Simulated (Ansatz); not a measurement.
**Tin, dhcp under PBE: ground state and equation of state, part 1 of 2**

The plan for tin in the dhcp structure: relax it, solve it on a dense k-mesh, then scale the cell to 7 volumes from 88 to 112 % of the relaxed one and try a fit of the equation of state. Spin polarisation is left out. The k-meshes are 11×11×3 for the relaxation; 14×14×4 for the dense run; 12×12×4 for the volumes.

Program: Ansatz 0.2.0. Level of theory: DFT PBE, plane waves (420 eV) with PAW, scalar-relativistic. These are calculated values, not measurements.

### Step 1. Starting point

Symmetry: P6_3/mmc, No. 194, hexagonal system. The conventional cell has a = 3.410 Å, b = 3.410 Å, c = 11.137 Å, α = 90.00°, β = 90.00°, γ = 120.00°. Around Sn (site symmetry -3m) lie 12 Sn at 3.41 Å. Around Sn (site symmetry -6m2) lie 12 Sn at 3.41 Å.

Coordinates:

```
CELL_PARAMETERS angstrom
3.40987 0.00000 0.00000
-1.70493 2.95303 0.00000
0.00000 0.00000 11.13662
ATOMIC_POSITIONS crystal
Sn 0.00000 0.00000 0.00000
Sn 0.00000 0.00000 0.50000
Sn 0.33333 0.66667 0.25000
Sn 0.66667 0.33333 0.75000
```

### Step 2. Geometry optimisation

The input, input.yaml:

```yaml
crystal:
  lattice:
    - [3.4098662044, 0.0, 0.0]
    - [-1.7049331022, 2.9530307565, 0.0]
    - [0.0, 0.0, 11.1366230234]
  atoms:
    - { symbol: Sn, position: [0.0, 0.0, 0.0] }
    - { symbol: Sn, position: [0.0, 0.0, 0.5] }
    - { symbol: Sn, position: [0.3333333333, 0.6666666667, 0.25] }
    - { symbol: Sn, position: [0.6666666667, 0.3333333333, 0.75] }
hamiltonian:
  xc: pbe
  pseudopotentials:
    kind: paw
    azcp:
      Sn: "pseudopotentials/Sn.paw.azcp"
basis:
  ecutwfc: 420
  fft_grid_basis: typed
kpoints:
  mp_grid: { grid: [11, 11, 3], shift: [0, 0, 0] }
magnetization:
  spin_polarized: false
scf:
  occupations: { method: fermi_dirac, width: 0.1 }
relax:
  max_steps: 60
  f_tol: 0.01
  cell: {}
```

The run is started by

```
$ ansatz run input.yaml --threads 1 --pin off --max-ram 3584MiB --backend cpu --events-out ev --progress --plain --runs-dir out
```

Log, cut to the lines that bear on the results:

```text
[...]
Pseudopotentials: kind: paw
Pseudopotential: Sn, paw, valence charge 14, recommended cutoff 420 eV (normal), <dir>
Functional definition: PBE
[...]
Crystal: 4 atoms, lattice volume = 112.140 Å³
Basis set: ecut = 420 eV, 2173 PW (Γ), exchange–correlation on 48×48×150 points (8 copies of the dense FFT grid, shifted against one another)
Bands: 34, of which v1, the nominal top of the filled ones, is band 28 counted from 1 (27 counted from 0)
Symmetry: 24 space group operations
Space group: P63/mmc (ITA 194), of the structure as read, at distance tolerance 4.8e-5 Å
k-points: 32 of 363
[...]
SCF iter   1: F=—  HF=-24096.657695 eV  |F-HF|=—  |Δ(HF+E_count)|=         —  Δρ=8.75e-4  dr2=2.17e-3  ethr=1.77e-3  ⟨swp⟩=7.1  Hψ=4713  notcnv=0
[...]
relax step   1: F+E_penalty+E_count = -24096.65444948 eV  Δ(F+E_penalty+E_count) = +0.000e0 eV  max|allowed force component| = 2.313e-17 eV/Å  Δτ_max = 0.0000 Å  P = -0.293 GPa  Ω = 112.140 Å³  (6 SCF iters, dr2 threshold 1.00e-7 eV, accepted)
[...]
relax step   3: F+E_penalty+E_count = -24096.65749617 eV  Δ(F+E_penalty+E_count) = -7.437e-6 eV  max|allowed force component| = 9.483e-17 eV/Å  Δτ_max = 0.0000 Å  P = -0.009 GPa  Ω = 111.413 Å³  energy of the carried Pulay correction = +1.480e-4 eV  (3 SCF iters, dr2 threshold 2.44e-8 eV, accepted)
[...]
relax step   4: F+E_penalty+E_count = -24096.65735419 eV  Δ(F+E_penalty+E_count) = +1.420e-4 eV  max|allowed force component| = 9.483e-17 eV/Å  Δτ_max = 0.0000 Å  P = -0.009 GPa  Ω = 111.413 Å³  stress off target by 1.68e-2 GPa  SCF on the basis re-selected at this cell (its energy is not [...]
SCF converged after 5 iterations
Free energy (F): -24096.657354 eV
[...]
E sigma→0 (E₀):  -24096.626549 eV
Entropy (-TS):   -0.061610 eV (-15.403 meV/atom)
Fermi energy:    10.558502 eV
[...]
--- Forces (eV/Å), atoms counted from 1 ---
  atom   1  Sn    -0.00000000     0.00000000     0.00000000
  atom   2  Sn    -0.00000000     0.00000000     0.00000000
  atom   3  Sn     0.00000000    -0.00000000    -0.00000000
  atom   4  Sn    -0.00000000     0.00000000     0.00000000
[...]
--- Stress (GPa, compression-positive) ---
       -0.004611       0.000000       0.000000
        0.000000      -0.004611       0.000000
        0.000000       0.000000      -0.016780
  P = ⅓ Tr σ = -0.0087 GPa (-0.087 kbar)
--- Relaxed structure (3 steps of the walk, 3 accepted, 1 SCFs on fresh bases) ---
  F+E_penalty+E_count = -24096.65735419 eV   max|allowed force component| = 9.483e-17 eV/Å   (the final SCF, on the basis selected at the relaxed cell)
  cell:  # Å, volume = 111.4126 Å³
    - [3.3894257859461394, 1.4571647584841332e-32, 2.9279478791970898e-33]
    - [-1.6947128929730697, 2.9353288348713935, 1.091359717489738e-33]
    - [9.599742415870284e-33, 9.6368070584026e-33, 11.198279674636582]
  atoms:
    - { symbol: Sn, position: [1.851292455652063e-34, -1.4130730618509245e-34, 5.4042693764205915e-37] }
    - { symbol: Sn, position: [2.3625689900512092e-34, -5.434896391734269e-35, 0.5] }
    - { symbol: Sn, position: [0.33333333333333337, 0.6666666666666669, 0.25] }
    - { symbol: Sn, position: [0.6666666666666667, 0.3333333333333333, 0.75] }
```

Wall time 30 s (1 thread of Intel Xeon Platinum 8259CL at 2.50GHz (Skylake/Cascade Lake), shared host); peak memory 0.6 GiB.

The walk, from the log:

| step | energy change (meV/atom) | largest force (eV/Å) | pressure (GPa) | volume (Å³/atom) |
| --- | --- | --- | --- | --- |
| 1 | 0.00 | 0.0000 | -0.29 | 28.035 |
| 2 | -0.76 | 0.0000 | 0.05 | 27.821 |
| 3 | -0.76 | 0.0000 | -0.01 | 27.853 |
| 4 | -0.73 | 0.0000 | -0.01 | 27.853 |

Steps that repeat a cell are solved on a basis chosen anew, so their changes of energy are no gain of the relaxation.

The cell of the run, before and after:

|  | before | after | change |
| --- | --- | --- | --- |
| a (Å) | 3.410 | 3.389 | -0.6 % |
| b (Å) | 3.410 | 3.389 | -0.6 % |
| c (Å) | 11.137 | 11.198 | +0.6 % |
| volume (Å³/atom) | 28.035 | 27.853 | -0.6 % |
| shortest distance (Å) | 3.410 | 3.389 | -0.6 % |
| space group (spins left aside) | P6_3/mmc | P6_3/mmc | same |

### Step 3. The energy on a finer k-mesh

The input, input.yaml:

```yaml
crystal:
  lattice:
    - [3.3894257859, 0.0, 0.0]
    - [-1.694712893, 2.9353288349, 0.0]
    - [0.0, 0.0, 11.1982796746]
  atoms:
    - { symbol: Sn, position: [0.0, 1.0, 0.0] }
    - { symbol: Sn, position: [0.0, 1.0, 0.5] }
    - { symbol: Sn, position: [0.3333333333, 0.6666666667, 0.25] }
    - { symbol: Sn, position: [0.6666666667, 0.3333333333, 0.75] }
hamiltonian:
  xc: pbe
  pseudopotentials:
    kind: paw
    azcp:
      Sn: "pseudopotentials/Sn.paw.azcp"
basis:
  ecutwfc: 420
  fft_grid_basis: typed
kpoints:
  mp_grid: { grid: [14, 14, 4], shift: [0, 0, 0] }
magnetization:
  spin_polarized: false
scf:
  occupations: { method: fermi_dirac, width: 0.1 }
```

The run is started by

```
$ ansatz run input.yaml --threads 1 --pin off --max-ram 3584MiB --backend cpu --events-out ev --progress --plain --runs-dir out
```

Log, cut to the lines that bear on the results:

```text
[...]
Pseudopotentials: kind: paw
Pseudopotential: Sn, paw, valence charge 14, recommended cutoff 420 eV (normal), <dir>
Functional definition: PBE
[...]
Crystal: 4 atoms, lattice volume = 111.413 Å³
Basis set: ecut = 420 eV, 2173 PW (Γ)
Bands: 32, of which v1, the nominal top of the filled ones, is band 28 counted from 1 (27 counted from 0)
Symmetry: 24 space group operations
Space group: P63/mmc (ITA 194), of the structure as read, at distance tolerance 4.8e-5 Å
k-points: 72 of 784
[...]
SCF iter   1: F=—  HF=-24096.640750 eV  |F-HF|=—  |Δ(HF+E_count)|=         —  Δρ=8.72e-4  dr2=1.03e-3  ethr=1.77e-3  ⟨swp⟩=7.4  Hψ=20794  notcnv=0  defer=2
[...]
SCF iter   7: F=-24096.638347 eV  HF=-24096.638347 eV  |F-HF|=1.48e-8  |Δ(HF+E_count)|=   6.60e-8  Δρ=4.82e-6  dr2=1.30e-8  ethr=1.79e-10  ⟨swp⟩=3.0  Hψ=6221  notcnv=0
[...]
SCF converged after 7 iterations
Free energy (F): -24096.638347 eV
[...]
E sigma→0 (E₀):  -24096.602671 eV
Entropy (-TS):   -0.071351 eV (-17.838 meV/atom)
Fermi energy:    10.542020 eV
[...]
```

It took 20 s on 1 thread of Intel Xeon Platinum 8259CL at 2.50GHz (Skylake/Cascade Lake), shared host; peak memory 0.67 GiB.

### Step 4. The cell scaled to 88 % of its volume

input.yaml, as its differences from that of step 3:

```diff
@@ -2,5 +2,5 @@
   lattice:
-    - [3.3894257859, 0.0, 0.0]
-    - [-1.694712893, 2.9353288349, 0.0]
-    - [0.0, 0.0, 11.1982796746]
+    - [3.248032403, 0.0, 0.0]
+    - [-1.6240162015, 2.8128785733, 0.0]
+    - [0.0, 0.0, 10.7311319196]
   atoms:
@@ -20,3 +20,3 @@
 kpoints:
-  mp_grid: { grid: [14, 14, 4], shift: [0, 0, 0] }
+  mp_grid: { grid: [12, 12, 4], shift: [0, 0, 0] }
 magnetization:
@@ -25 +25,4 @@
   occupations: { method: fermi_dirac, width: 0.1 }
+  lower_state_search: "off"
+output:
+  stress: true
```

The run is started by

```
$ ansatz run input.yaml --threads 1 --pin off --max-ram 3584MiB --backend cpu --events-out ev --progress --plain --runs-dir out
```

Log, cut to the lines that bear on the results:

```text
[...]
Pseudopotentials: kind: paw
Pseudopotential: Sn, paw, valence charge 14, recommended cutoff 420 eV (normal), <dir>
Functional definition: PBE
[...]
Crystal: 4 atoms, lattice volume = 98.043 Å³
Basis set: ecut = 420 eV, 1931 PW (Γ)
Bands: 32, of which v1, the nominal top of the filled ones, is band 28 counted from 1 (27 counted from 0)
Symmetry: 24 space group operations
Space group: P63/mmc (ITA 194), of the structure as read, at distance tolerance 4.6e-5 Å
k-points: 57 of 576
[...]
SCF iter   1: F=—  HF=-24096.305849 eV  |F-HF|=—  |Δ(HF+E_count)|=         —  Δρ=1.24e-3  dr2=2.50e-3  ethr=1.77e-3  ⟨swp⟩=7.4  Hψ=16750  notcnv=0  defer=1
[...]
SCF iter   6: F=-24096.302229 eV  HF=-24096.302229 eV  |F-HF|=5.59e-9  |Δ(HF+E_count)|=   4.06e-7  Δρ=3.27e-6  dr2=1.75e-8  ethr=1.79e-10  ⟨swp⟩=3.2  Hψ=7962  notcnv=0
[...]
SCF converged after 6 iterations
Free energy (F): -24096.302229 eV
[...]
E sigma→0 (E₀):  -24096.261093 eV
Entropy (-TS):   -0.082272 eV (-20.568 meV/atom)
Fermi energy:    12.503477 eV
[...]
--- Stress (GPa, compression-positive) ---
        8.470685       0.000000       0.000000
        0.000000       8.470685       0.000000
        0.000000       0.000000       7.977158
  P = ⅓ Tr σ = 8.3062 GPa (83.062 kbar)
```

Wall time 15 s (1 thread of Intel Xeon Platinum 8259CL at 2.50GHz (Skylake/Cascade Lake), shared host); peak memory 0.61 GiB.

### Step 5. The cell scaled to 92 % of its volume

input.yaml, as its differences from that of step 4:

```diff
@@ -2,5 +2,5 @@
   lattice:
-    - [3.248032403, 0.0, 0.0]
-    - [-1.6240162015, 2.8128785733, 0.0]
-    - [0.0, 0.0, 10.7311319196]
+    - [3.2965176467, 0.0, 0.0]
+    - [-1.6482588234, 2.8548680261, 0.0]
+    - [0.0, 0.0, 10.8913216844]
   atoms:
@@ -28 +28,5 @@
   stress: true
+  write_density: true
+  write_potential: true
+  elf: true
+  volumetric_format: npy
```

The run is started by

```
$ ansatz run input.yaml --threads 1 --pin off --max-ram 3584MiB --backend cpu --events-out ev --progress --plain --runs-dir out
```

Log, cut to the lines that bear on the results:

```text
[...]
Pseudopotentials: kind: paw
Pseudopotential: Sn, paw, valence charge 14, recommended cutoff 420 eV (normal), <dir>
Functional definition: PBE
[...]
Crystal: 4 atoms, lattice volume = 102.500 Å³
Basis set: ecut = 420 eV, 2041 PW (Γ)
Bands: 34, of which v1, the nominal top of the filled ones, is band 28 counted from 1 (27 counted from 0)
Symmetry: 24 space group operations
Space group: P63/mmc (ITA 194), of the structure as read, at distance tolerance 4.7e-5 Å
k-points: 57 of 576
[...]
SCF iter   1: F=—  HF=-24096.488469 eV  |F-HF|=—  |Δ(HF+E_count)|=         —  Δρ=1.11e-3  dr2=2.01e-3  ethr=1.77e-3  ⟨swp⟩=7.1  Hψ=8354  notcnv=0
[...]
SCF iter   6: F=-24096.485019 eV  HF=-24096.485019 eV  |F-HF|=1.20e-8  |Δ(HF+E_count)|=   8.50e-7  Δρ=3.75e-6  dr2=2.64e-8  ethr=1.79e-10  ⟨swp⟩=8.8  Hψ=13893  notcnv=0
[...]
SCF converged after 6 iterations
Free energy (F): -24096.485019 eV
[...]
E sigma→0 (E₀):  -24096.442945 eV
Entropy (-TS):   -0.084148 eV (-21.037 meV/atom)
Fermi energy:    11.784341 eV
[...]
--- Stress (GPa, compression-positive) ---
        5.087652       0.000000       0.000000
        0.000000       5.087652       0.000000
        0.000000       0.000000       4.724284
  P = ⅓ Tr σ = 4.9665 GPa (49.665 kbar)
--- Band table (eV; the first three rows and the last of 57) ---
[...]
```

Run time: 16 s. Hardware: 1 thread of Intel Xeon Platinum 8259CL at 2.50GHz (Skylake/Cascade Lake), shared host; peak memory 0.62 GiB.

Density in a lattice plane of the grid's cell (edges 3.30 and 10.89 Å, at 0.000 of the third edge), which holds Sn.

Ten even steps from '0' (0.10 e/Å³) to '9' (16.55 e/Å³):
```
21000001
00000000
00000000
00000000
00000000
00000000
00000000
00000000
21000001
94000004
21000001
00000000
00000000
00000000
00000000
00000000
00000000
00000000
21000001
94000004
```
Columns run along the first of these edges and rows up along the second, over one cell in 8 and 20 even steps from the bottom left corner. Atoms in the plane (fractional): Sn at (0.00, 0.00), Sn at (0.00, 0.50).

ELF in the same plane.

Ten even steps from ' ' (0.00) to '@' (0.35):
```
--**@@@@%%@@@@**
@@@@@@##**##@@@@
%%%%%%%%@@%%%%%%
**##@@@@@@@@@@##
**%%@@@@@@@@@@%%
**##@@@@@@@@@@##
%%%%%%%%@@%%%%%%
@@@@@@##**##@@@@
--**@@@@%%@@@@**
  ..%%@@@@@@%%..
--**@@@@%%@@@@**
@@@@@@##**##@@@@
%%%%%%%%@@%%%%%%
**##@@@@@@@@@@##
**%%@@@@@@@@@@%%
**##@@@@@@@@@@##
%%%%%%%%@@%%%%%%
@@@@@@##**##@@@@
--**@@@@%%@@@@**
    %%@@@@@@%%  
```
Columns run along the first of these edges and rows up along the second, over one cell in 8 and 20 even steps from the bottom left corner. Atoms in the plane (fractional): Sn at (0.00, 0.00), Sn at (0.00, 0.50).

Both are smooth fields of the valence electrons: close to the nuclei they are not physical.

(Continued in part 2 of 2.)
